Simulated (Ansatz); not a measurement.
Effect of N interstitial (started 2.06 Å from the nearest host atom) on InN

The reference is a 16-atom supercell of InN in the zinc blende structure (space group F-43m, No. 216; a = 5.049 Å) at its relaxed geometry.

Now apply this change: a neutral N interstitial (started 2.06 Å from the nearest host atom), atoms relaxed at fixed cell, starting from a slightly rattled geometry.

The values are results of plane-wave PAW DFT at the PBE level (Ansatz, a quantum-chemistry and plane-wave program, 420 eV), no SOC, not measurements. k-mesh 4×4×4 (Γ-centred); smearing 0.05 eV (Fermi–Dirac).

```json
[
 {"quantity": "pressure", "base": "0.0 GPa", "changed": "8.7 GPa", "shift": "+8.7 GPa"},
 {"quantity": "largest displacement of a host atom from its site in the perfect cell", "base": "–", "changed": "0.64 Å", "shift": "–"},
 {"quantity": "final site of the added atom", "base": "–", "changed": "1 N at 1.30 Å and 4 In at 2.09–2.84 Å", "shift": "–"}
]
```

Cost of the whole job for the changed cell (relaxation, final SCF and bands): about 15 core-minutes (a rough figure).

In so small a cell the defect repeats every few ångströms: this is an ordered compound, not a dilute defect. The mesh was chosen for an insulator and is coarse for the gapless case. All final runs are without spin polarisation. The defect cell is not spin-polarised. This is not the structure that InN has at room temperature and ambient pressure.
